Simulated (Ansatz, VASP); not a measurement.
**Two plane-wave programs on Sr2Cl**

```
Sr Cl
1.0
    -1.94655    1.94655    7.47799
     1.94655   -1.94655    7.47799
     1.94655    1.94655   -7.47799
Sr Cl
2 1
Direct
  0.64640 0.64640 0.00000
  0.35360 0.35360 0.00000
  0.00000 0.00000 0.00000
```

Alike in both runs: functional PBE; k mesh 6 × 6 × 6; occupations gaussian, width 0.1 eV; no spin polarisation.

Ansatz relaxed the structure, and its values are those at the end. VASP's run is a single point on that final structure, the one shown.

```csv
,VASP,Ansatz
version,VASP 6.6.1,Ansatz 0.2.0
potentials or method,"VASP PAW PBE potentials, release 64 (Sr_sv, Cl)","scalar-relativistic, plane waves, PAW"
plane-wave cutoff (eV),520,420
valence electrons in the cell,27,27
```

```csv
,VASP,Ansatz,Ansatz less VASP
gap on the k mesh at the Fermi level (eV),none,none,-
pressure (GPa),0.1,0.1,-0.01
```

A gap of «none» marks a metal or a gap that the smearing closes. The functional is the same, so the differences come from potentials, cutoffs and numerics.

Caveats: the k mesh is coarse (spacing up to 0.38 Å⁻¹), so the values aren't converged; an odd number of electrons without spin polarisation forces a metal; a magnetic or distorted state may lie lower.
